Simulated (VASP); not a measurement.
# BN: dielectric tensor with PBE

BN:

```xyz
8
Lattice="4.8801 0.0000 0.0000 0.0000 2.5915 0.0000 0.0000 0.0000 4.2920" Properties=species:S:1:pos:R:3 pbc="T T T"
N     1.5671    1.9436    0.4570
N     3.3129    0.6479    3.8350
N     0.8729    0.6479    2.6031
N     4.0072    1.9436    1.6890
B     1.6612    0.6479    3.8933
B     0.7788    1.9436    1.7473
B     4.1013    0.6479    2.5448
B     3.2188    1.9436    0.3987
```

Measurements of this composition are mostly on another form, of space group No. 194.

```
Program                : VASP 6.6.1
Task                   : dielectric tensor
Functional             : PBE
Potentials or basis    : VASP PAW PBE potentials, release 64 (N, B)
Cutoff                 : 800 eV
k mesh                 : 7 × 12 × 7
Occupations            : gaussian, width 0.01 eV
Spin                   : no spin polarisation
Further INCAR settings : ALGO = Normal; EDIFF = 1e-08
```

- Band gap on the k mesh: 5.70 eV, indirect (least direct gap 6.23 eV)
- Electronic dielectric tensor (diagonal): 4.48, 4.31, 4.15
- Born charges (mean of the diagonal): N -1.97; B +1.97 e

Levels at points of the mesh, in eV from the valence-band top:
```csv
k point,band 12,band 13,band 14,band 15,band 16,band 17,band 18,band 19,band 20,band 21
"(0.00, 0.00, 0.00)",-2.42,-0.96,-0.33,-0.19,0.00,6.59,7.22,8.05,8.27,8.99
"(0.00, 0.50, 0.00)",-4.79,-4.22,-4.22,-2.13,-2.13,6.29,6.29,8.43,8.43,11.19
```

Electronic dielectric tensor:
```
4.48 0.00 0.00
0.00 4.31 0.00
0.00 0.00 4.15
```

Born effective charge tensors (e):
atom 1, N
```
-2.07  0.00  0.38
 0.00 -1.97  0.00
 0.37  0.00 -1.88
```
atom 2, N
```
-2.07  0.00  0.38
 0.00 -1.97  0.00
 0.37  0.00 -1.88
```
atom 3, N
```
-2.07  0.00 -0.38
 0.00 -1.97  0.00
-0.37  0.00 -1.88
```
atom 4, N
```
-2.07  0.00 -0.38
 0.00 -1.97  0.00
-0.37  0.00 -1.88
```
atom 5, B
```
2.07 0.00 0.64
0.00 1.97 0.00
0.41 0.00 1.88
```
atom 6, B
```
 2.07  0.00 -0.64
 0.00  1.97  0.00
-0.41  0.00  1.88
```
atom 7, B
```
 2.07  0.00 -0.64
 0.00  1.97  0.00
-0.41  0.00  1.88
```
atom 8, B
```
2.07 0.00 0.64
0.00 1.97 0.00
0.41 0.00 1.88
```

Run time: 15 min on 1 thread of Intel(R) Xeon(R) Platinum 8488C (Sapphire Rapids), on a shared host, peak memory 0.7 GiB.

Caveat: an odd mesh through Γ misses points on the zone boundary, where band edges often lie. Expect the measured gap to be larger: semilocal functionals such as PBE lack the derivative discontinuity.
